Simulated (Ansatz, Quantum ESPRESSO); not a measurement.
Si2W: 3 runs at one level of theory

```
CELL_PARAMETERS angstrom
-1.60690 1.60690 3.91495
1.60690 -1.60690 3.91495
1.60690 1.60690 -3.91495
ATOMIC_POSITIONS crystal
W 0.00000 0.00000 0.00000
Si 0.66530 0.66530 0.00000
Si 0.33470 0.33470 0.00000
```

Alike in all runs: task band structure; functional PBEsol; k mesh 12 × 12 × 12; occupations fermi-dirac, width 0.05 eV; no spin polarisation; no spin-orbit coupling. Pressure is positive in compression and, in plane waves, holds the error of the finite cutoff, which Ansatz's Pulay term estimates and takes out.

```tsv
program and potentials	plane-wave cutoff (eV)	notes	pressure (GPa)
Ansatz, Ansatz PAW	420	potentials made for PBE, which Ansatz adapts in part; Pulay term of +0.05 GPa included	-1.97
Quantum ESPRESSO, GBRV 1.5 PBEsol	762	-	-1.92
Ansatz, all-electron LAPW, scalar-relativistic	-	-	-1.99
```

Force on atom 3 (Si), eV/Å:

```csv
program and potentials,x,y,z
"Ansatz, Ansatz PAW",0.000,0.000,-0.022
"Quantum ESPRESSO, GBRV 1.5 PBEsol",0.000,0.000,-0.027
```

The pressure spans -1.99 (Ansatz, all-electron LAPW, scalar-relativistic) to -1.92 GPa (Quantum ESPRESSO, GBRV 1.5 PBEsol), with all-electron results at -1.99.

Differences between rows come from potentials, basis sets and numerical settings, since the functional is the same but for its coding. Runs on potential files found faulty are left out.
